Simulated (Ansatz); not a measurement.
KCl (started from an entry of an open crystallographic database) (r2SCAN geometry), in Ansatz:

```xyz
2
Lattice="3.7708 0.0000 0.0000 0.0000 3.7708 0.0000 0.0000 0.0000 3.7708" Properties=species:S:1:pos:R:3 pbc="T T T"
K     0.0000    0.0000    0.0000
Cl    1.8854    1.8854    1.8854
```

G0W0@r2SCAN with 201 empty bands, a screening cutoff of 140 eV and a 4×4×4 mesh (PAW, contour deformation) gives 8.000 eV over the mesh points, from an r2SCAN gap of 5.801 eV; it sums over 209 bands with 203 plane waves in the screening and a wave cutoff of 500 eV. G0W0 here is at a finite number of bands, screening cutoff and k mesh, not at the basis limit. (Simulation; spin polarisation is off.)

Question: Estimate the gap with mesh 6×6×6, empty bands 87, screening cutoff 80 eV.

Answer: 7.803 eV (-0.197 eV), from a Kohn-Sham gap of 5.803 eV.

Question: Estimate the gap with frequency model Godby-Needs pole.

Answer: 7.977 eV (-0.023 eV), from a Kohn-Sham gap of 5.801 eV.
